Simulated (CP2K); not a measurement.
Ca under changes of volume

One of the cells (44.958 Å³/atom); the others are scaled copies at fixed shape and fractional positions:

```
CELL_PARAMETERS angstrom
3.87979 0.00000 0.00000
-1.29326 3.65790 0.00000
-1.29326 -1.82895 3.16784
ATOMIC_POSITIONS crystal
Ca 0.00000 0.00000 0.00000
```

This isn't the form of Ca at room conditions, which is fcc.

```yaml
Program: CP2K 2026.2
Functional: PBE
Potentials_or_basis: POTENTIAL_UZH Ca GTH-PBE-q10; TZVP-MOLOPT-PBE-GTH basis
Density_cutoff: 6123 eV
k_mesh: 8 × 8 × 8
Occupations: fermi-dirac, width 0.05 eV
Spin: no spin polarisation
```

| volume (Å³/atom) | energy over the lowest point (meV/atom) | pressure (GPa) |
| --- | --- | --- |
| 42.260 | 0.00 | 0.2 |
| 43.159 | ? | ? |
| 44.059 | 2.16 | -0.5 |
| 44.958 | 6.07 | -0.9 |
| 45.857 | 11.65 | -1.1 |
| 46.756 | 18.76 | -1.4 |
| 47.655 | 27.26 | -1.6 |

Question: What does the run at 43.159 Å³/atom give?

Answer: Energy over the lowest point 0.08 meV/atom; pressure -0.2 GPa.

Worked out: A Birch-Murnaghan fit of order 3 (a polynomial in V^(-2/3)) to the other rows has its minimum at 42.67 Å³/atom with B0 = V·E''(V) = 17.8 GPa and B' = 3.3. It gives 0.08 meV/atom at 43.159 Å³/atom, against the run's 0.08, and -dE/dV = -0.2 GPa, against -0.2.

Energies are extrapolated to zero smearing.

Caveats: the cell was measured hot, at 740 K; the basis of atomic orbitals isn't converged, which shifts pressures, moduli and gaps.
